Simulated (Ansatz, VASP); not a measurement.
# P3Ir: VASP beside Ansatz, part 2 of 3

Wanted: the spread between two codes on one cell, functional and k mesh. Of the first pair: The cell is taken from a series of runs on this material, whose earlier steps may have relaxed, scaled, displaced or heated it; both programs get it as it stands. Valence electrons are named where the data sets of a main pair hold unlike numbers.

VASP 6.6.1 and Ansatz 0.2.0.

So far. Step 3 (Ansatz: single point, PBEsol): The run ends at a pressure of -2.40 GPa, with forces up to 0.28 eV/Å.

**4. Comparison**

Known differences besides the potentials themselves: the data sets hold 128 valence electrons in Ansatz (on its default PAW (the set named soft_2) files) and 96 in VASP; the cutoff is 420 eV in Ansatz and 400 eV in VASP; Ansatz makes its cores anew for this functional, VASP keeps those of its PBE data sets. Total energies have different zeros and are not compared.

Both answers:

| quantity | Ansatz | VASP | difference |
| --- | --- | --- | --- |
| pressure (GPa) | -2.40 | -2.05 | -0.35 |

Forces on 7 of the 16 atoms, those with the largest forces and the largest differences (eV/Å; atoms numbered as in POSCAR):

| atom | Ansatz x, y, z | VASP x, y, z |
| --- | --- | --- |
| P3 | 0.062, 0.000, -0.274 | 0.043, 0.000, -0.243 |
| P4 | 0.274, -0.062, 0.000 | 0.243, -0.043, 0.000 |
| P5 | -0.062, 0.000, -0.274 | -0.043, 0.000, -0.243 |
| P7 | 0.000, -0.274, 0.062 | 0.000, -0.243, 0.043 |
| P8 | -0.274, 0.062, 0.000 | -0.243, 0.043, 0.000 |
| P9 | 0.000, 0.274, -0.062 | 0.000, 0.243, -0.043 |
| P11 | 0.000, -0.274, -0.062 | 0.000, -0.243, -0.043 |

The forces differ by 19 meV/Å r.m.s., which is 15.0 % of the r.m.s. force of 0.123 eV/Å (both taken over all components). Our record labels this cell a metal in Ansatz alone; each run is judged by its own test, so with a small gap or wide smearing the label says little about the levels.

**5. Other set-ups**

Further runs change the set-up of one program: Ansatz's method, potentials or start, or VASP's data sets, cutoff or form of LDA. The table gives Ansatz less VASP for each quantity, since a change that brings one quantity closer may part another.

| run | r.m.s. force difference (meV/Å) | pressure (GPa) |
| --- | --- | --- |
| as above | 19 | -0.35 |
| VASP with the data sets P_GW and Ir_sv_GW and a cutoff of 520 eV | 0.71 | 0.40 |
| VASP with the data sets P_h and Ir and a cutoff of 630 eV | 14 | -0.33 |

**6. Ansatz: relaxation, r2SCAN**

This run makes the geometry at which the two programs are then compared.

The structure compared here is the end of the Ansatz relaxation.

Input file input.yaml:

```yaml
crystal:
  lattice:
    - [-4.0218373242, 4.0218373242, 4.0218373242]
    - [4.0218373242, -4.0218373242, 4.0218373242]
    - [4.0218373242, 4.0218373242, -4.0218373242]
  atoms:
    - { symbol: P, position: [0.138836, 0.78429021, 0.64545421] }
    - { symbol: P, position: [0.138836, 0.49338179, 0.35454579] }
    - { symbol: P, position: [0.861164, 0.50661821, 0.64545421] }
    - { symbol: P, position: [0.35454579, 0.138836, 0.49338179] }
    - { symbol: P, position: [0.861164, 0.21570979, 0.35454579] }
    - { symbol: P, position: [0.64545421, 0.138836, 0.78429021] }
    - { symbol: P, position: [0.50661821, 0.64545421, 0.861164] }
    - { symbol: P, position: [0.64545421, 0.861164, 0.50661821] }
    - { symbol: P, position: [0.49338179, 0.35454579, 0.138836] }
    - { symbol: P, position: [0.35454579, 0.861164, 0.21570979] }
    - { symbol: P, position: [0.21570979, 0.35454579, 0.861164] }
    - { symbol: P, position: [0.78429021, 0.64545421, 0.138836] }
    - { symbol: Ir, position: [0.5, 0.0, 0.0] }
    - { symbol: Ir, position: [0.5, 0.5, 0.5] }
    - { symbol: Ir, position: [0.0, 0.5, 0.0] }
    - { symbol: Ir, position: [0.0, 0.0, 0.5] }
kpoints:
  mp_grid: { grid: [6, 6, 6] }
hamiltonian:
  xc: r2scan
scf:
  occupations: { method: gaussian, width: 0.1 }
output:
  forces: true
  stress: true
  eigenvalues: true
relax:
  adjacent_minimum: "off"
  f_tol: 0.005
  max_steps: 60
  cell: { stress_tol: 0.03 }
```

Command:

```sh
> ansatz run input.yaml --threads 4 --pin off --max-ram 16384MiB --backend cpu --events-out ev --progress --plain --runs-dir out
```

Numbers of over 12 decimals in the logs are rounded to 6 here.

Output:

```text
[...]
Crystal: 16 atoms, lattice volume = 260.216 Å³
Basis set: ecut = 500 eV, 6603 PW (Γ), exchange–correlation on 216×216×216 points (64 copies of the dense FFT grid, shifted against one another)
Bands: 80, of which v1, the nominal top of the filled ones, is band 64 counted from 1 (63 counted from 0)
Symmetry: 24 space group operations
[...]
k-points: 18 of 216
[...]
- { symbol: P, position: [0.493443, 0.354196, 0.139247] }
    - { symbol: P, position: [0.354196, 0.860753, 0.214948] }
    - { symbol: P, position: [0.214948, 0.354196, 0.860753] }
    - { symbol: P, position: [0.785052, 0.645804, 0.139247] }
    - { symbol: Ir, position: [0.500000, 0.0, 0.0] }
    - { symbol: Ir, position: [0.500000, 0.500000, 0.500000] }
    - { symbol: Ir, position: [0.0, 0.500000, 0.0] }
    - { symbol: Ir, position: [0.0, 0.0, 0.500000] }
[key lines of the parts left out:]
SCF converged after 4 iterations
Free energy (F): -56916.809435 eV
Fermi energy:    13.153033 eV
P = ⅓ Tr σ = 0.0002 GPa (0.002 kbar)
```

**7. VASP: single point, r2SCAN**

The same cell, functional, mesh and smearing now go to VASP, with its own data sets.

Input file INCAR:

```
SYSTEM = P3Ir
PREC = Accurate
ENCUT = 400
EDIFF = 1E-06
NELM = 100
ISMEAR = 0
SIGMA = 0.1
LREAL = .FALSE.
ALGO = Normal
METAGGA = R2SCAN
LASPH = .TRUE.
NBANDS = 64
LORBIT = 11
LWAVE = .FALSE.
LCHARG = .FALSE.
KPAR = 4
ISIF = 2
```

Input file POSCAR:

```
P3Ir
1.0
   -4.0216199399      4.0216199399      4.0216199399
    4.0216199399     -4.0216199399      4.0216199399
    4.0216199399      4.0216199399     -4.0216199399
P Ir
12 4
Direct
    0.1392471857      0.7850515377      0.6458043521
    0.1392471857      0.4934428336      0.3541956479
    0.8607528143      0.5065571664      0.6458043521
    0.3541956479      0.1392471857      0.4934428336
    0.8607528143      0.2149484623      0.3541956479
    0.6458043521      0.1392471857      0.7850515377
    0.5065571664      0.6458043521      0.8607528143
    0.6458043521      0.8607528143      0.5065571664
    0.4934428336      0.3541956479      0.1392471857
    0.3541956479      0.8607528143      0.2149484623
    0.2149484623      0.3541956479      0.8607528143
    0.7850515377      0.6458043521      0.1392471857
    0.5000000000      0.0000000000      0.0000000000
    0.5000000000      0.5000000000      0.5000000000
    0.0000000000      0.5000000000      0.0000000000
    0.0000000000      0.0000000000      0.5000000000
```

Input file KPOINTS:

```
Automatic mesh
0
Gamma
6 6 6
0 0 0
```

The projector-augmented-wave data sets are P and Ir (PBE family, release 64).

Command:

```sh
> mpirun -np 4 vasp_std
```

Output:

```text
[banner, memory and clock lines left out]
running    4 mpi-ranks, on    1 nodes
[...]
[... a notice as in an earlier step ...]

 LDA part: xc-table for (None), standard interpolation
 POSCAR, INCAR and KPOINTS ok, starting setup
[...]
entering main loop
       N       E                     dE             d eps       ncg     rms          rms(c)
DAV:   1     0.349602115647E+03    0.34960E+03   -0.35814E+04  2304   0.114E+03
DAV:   2    -0.286351908969E+03   -0.63595E+03   -0.58753E+03  2368   0.304E+02
DAV:   3    -0.348584106180E+03   -0.62232E+02   -0.60121E+02  3048   0.919E+01
DAV:   4    -0.350763580264E+03   -0.21795E+01   -0.21572E+01  2920   0.189E+01
[...]
DAV:  13    -0.329170286257E+03   -0.13868E-04   -0.33348E-05  3056   0.267E-02    0.247E-02
DAV:  14    -0.329170292540E+03   -0.62830E-05   -0.13826E-05  3176   0.236E-02    0.872E-03
DAV:  15    -0.329170292602E+03   -0.62173E-07   -0.17201E-06  1944   0.594E-03
   1 F= -.32917029E+03 E0= -.32917024E+03  d E =-.108704E-03
```

Parts of OUTCAR (step 7):

```text
  Total        0.1223549      0.1223549      0.1223549     -0.0000000     -0.0000000      0.0000000
  in kB        0.7534754      0.7534754      0.7534754     -0.0000000     -0.0000000      0.0000000
  external PRESSURE =       0.7534754 kB  Pullay stress =       0.0000000 kB

 POSITION                                       TOTAL-FORCE (eV/Angst)
 -----------------------------------------------------------------------------------
      5.19436      0.00000      1.12000        -0.052584     -0.000000     -0.082040
      2.84888      0.00000      1.12000         0.052584     -0.000000     -0.082040
      1.17274      4.02162      2.90162        -0.052584      0.000000      0.082040
      1.12000      2.84888      0.00000        -0.082040      0.052584      0.000000
     -1.17274      4.02162      2.90162         0.052584     -0.000000      0.082040
      1.12000      5.19436      0.00000        -0.082040     -0.052584      0.000000
      4.02162      2.90162      1.17274         0.000000      0.082040     -0.052584
      2.90162      1.17274      4.02162         0.082040     -0.052584      0.000000
      0.00000      1.12000      2.84888        -0.000000     -0.082040      0.052584
      2.90162     -1.17274      4.02162         0.082040      0.052584      0.000000
      4.02162      2.90162     -1.17274        -0.000000      0.082040      0.052584
      0.00000      1.12000      5.19436        -0.000000     -0.082040     -0.052584
     -2.01081      2.01081      2.01081        -0.000000     -0.000000      0.000000
      2.01081      2.01081      2.01081        -0.000000     -0.000000      0.000000
      2.01081     -2.01081      2.01081        -0.000000     -0.000000      0.000000
      2.01081      2.01081     -2.01081        -0.000000     -0.000000      0.000000
 -----------------------------------------------------------------------------------
    total drift:                                0.000000      0.000000      0.000000

  FREE ENERGIE OF THE ION-ELECTRON SYSTEM (eV)
  ---------------------------------------------------
  free  energy   TOTEN  =      -329.1702926020 eV

  energy  without entropy=     -329.1701838980  energy(sigma->0) =     -329.17023825

[... 3 further parts left out ...]
[key lines of the parts left out:]
E-fermi :   8.8927
```

The run ends at a pressure of 0.08 GPa, with forces up to 0.097 eV/Å.

**8. Differences**

What differs besides the data sets and the points named for the pairs above, as far as they apply: VASP keeps PBE cores, Ansatz makes them for the functional; the data sets hold 128 valence electrons in Ansatz (on its default PAW (the set named soft_2) files) and 96 in VASP; the cutoff is 500 eV in Ansatz and 400 eV in VASP; Ansatz's pressure holds a Pulay correction, VASP's none. Total energies have different zeros and are not compared.

Both answers:

| quantity | Ansatz | VASP | difference |
| --- | --- | --- | --- |
| pressure (GPa) | 0.00 | 0.08 | -0.08 |
| gap on the k mesh (eV) | 0.308 | 0.314 | -0.006 |

Forces on 8 of the 16 atoms, those with the largest forces and the largest differences (eV/Å; atoms numbered as in POSCAR):

| atom | Ansatz x, y, z | VASP x, y, z |
| --- | --- | --- |
| P1 | 0.000, 0.000, 0.000 | -0.053, 0.000, -0.082 |
| P2 | 0.000, 0.000, 0.000 | 0.053, 0.000, -0.082 |
| P3 | 0.000, 0.000, 0.000 | -0.053, 0.000, 0.082 |
| P4 | 0.000, 0.000, 0.000 | -0.082, 0.053, 0.000 |
| P5 | 0.000, 0.000, 0.000 | 0.053, 0.000, 0.082 |
| P6 | 0.000, 0.000, 0.000 | -0.082, -0.053, 0.000 |
| P7 | 0.000, 0.000, 0.000 | 0.000, 0.082, -0.053 |
| P8 | 0.000, 0.000, 0.000 | 0.082, -0.053, 0.000 |

The forces differ by 49 meV/Å r.m.s., where the r.m.s. force is 0.000 eV/Å in Ansatz and 0.049 eV/Å in VASP: the atoms lie near their places of rest in Ansatz, so a percentage would say little (all taken over all components). A gap on the mesh is an upper bound, since the band edges may lie between its points; neither run holds spin-orbit coupling, which can move the band edges of a compound of Ir.

**9. Other set-ups**

Further runs change the set-up of one program: Ansatz's method, potentials or start, or VASP's data sets, cutoff or form of LDA. The table gives Ansatz less VASP for each quantity, since a change that brings one quantity closer may part another.

| run | r.m.s. force difference (meV/Å) | pressure (GPa) | gap on the k mesh (eV) |
| --- | --- | --- | --- |
| as above | 49 | -0.075 | -0.0064 |
| VASP with the data sets P_GW and Ir_sv_GW and a cutoff of 520 eV | 10 | 0.72 | -0.0066 |
| VASP with the data sets P_h and Ir and a cutoff of 630 eV | 31 | -0.43 | 0.018 |

**10. Ansatz: relaxation, r2SCAN with rVV10**

This run makes the geometry at which the two programs are then compared. The cell compared in this pair holds 258.69 Å³, against 260.17 Å³ for the pair before.

The structure compared here is the end of the Ansatz relaxation.

input.yaml, as its differences from that of step 6:

```diff
@@ -26,2 +26,3 @@
   xc: r2scan
+  dispersion: rvv10
 scf:
```

Command:

```sh
> ansatz run input.yaml --threads 4 --pin off --max-ram 16384MiB --backend cpu --events-out ev --progress --plain --runs-dir out
```

Output:

```text
[...]
Crystal: 16 atoms, lattice volume = 260.216 Å³
Basis set: ecut = 500 eV, 6603 PW (Γ), exchange–correlation on 240×240×240 points (64 copies of the dense FFT grid, shifted against one another)
Bands: 80, of which v1, the nominal top of the filled ones, is band 64 counted from 1 (63 counted from 0)
Symmetry: 24 space group operations
[...]
k-points: 18 of 216
[...]
- { symbol: P, position: [0.645902, 0.860719, 0.506621] }
    - { symbol: P, position: [0.493379, 0.354098, 0.139281] }
    - { symbol: P, position: [0.354098, 0.860719, 0.214817] }
    - { symbol: P, position: [0.214817, 0.354098, 0.860719] }
    - { symbol: P, position: [0.785183, 0.645902, 0.139281] }
    - { symbol: Ir, position: [0.5, 0.0, 0.0] }
    - { symbol: Ir, position: [0.5, 0.5, 0.5] }
    - { symbol: Ir, position: [0.0, 0.5, 0.0] }
    - { symbol: Ir, position: [0.0, 0.0, 0.5] }
[key lines of the parts left out:]
SCF converged after 4 iterations
Free energy (F): -56899.264946 eV
Fermi energy:    13.237418 eV
P = ⅓ Tr σ = -0.0004 GPa (-0.004 kbar)
```

(Part 2 of 3 ends here.)

[Lines on the potential files, build, host, timing and source positions are cut from VASP's logs without a mark.]

[Logs are printed without paths, hosts, clocks, repeated set-up lines and the standing remarks that a program may print on its own settings, such as how far it seeks lower states.]

[Hosts, paths, dates, database ids (printed as entryN), source tags and the programs' standing remarks are cut or masked in the printed files.]
